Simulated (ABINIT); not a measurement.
HfO2:

```
CELL_PARAMETERS angstrom
3.55802 0.00000 0.00000
0.00000 3.55802 0.00000
0.00000 0.00000 5.17186
ATOMIC_POSITIONS crystal
Hf 0.00000 0.00000 0.00000
Hf 0.50000 0.50000 0.50000
O 0.00000 0.50000 0.19721
O 0.50000 0.00000 0.30279
O 0.50000 0.00000 0.80279
O 0.00000 0.50000 0.69721
```

Measurements of this composition are mostly on another form, of space group No. 14.

Base run:

| Property | Result |
| --- | --- |
| Program | ABINIT 10.8.3 (patched build) |
| Functional | LDA |
| Potentials or basis | PseudoDojo NC SR LDA v0.4.1 standard |
| Cutoff | 1143 eV |
| k mesh | 6 × 6 × 4 |
| Occupations | fermi-dirac, width 0.05 eV |
| Spin | no spin polarisation |

Its results: band gap on the k mesh 4.60 eV, indirect (least direct gap 4.67 eV); pressure -10.6 GPa; largest force 0.086 eV/Å.

Problem. The run is repeated on the same cell with these changes: potentials or basis from PseudoDojo NC SR LDA v0.4.1 standard to JTH PAW LDA v2.0; cutoff from 1143 eV to 517 eV. What comes out?

Solution. Band gap on the k mesh 4.55 eV, indirect (least direct gap 4.64 eV); pressure -8.7 GPa; largest force 0.029 eV/Å.

Caveats: spin-orbit coupling is left out, which moves the levels of the heavy elements.

A k mesh can miss the band edges.

Not every run made on this cell is shown here.
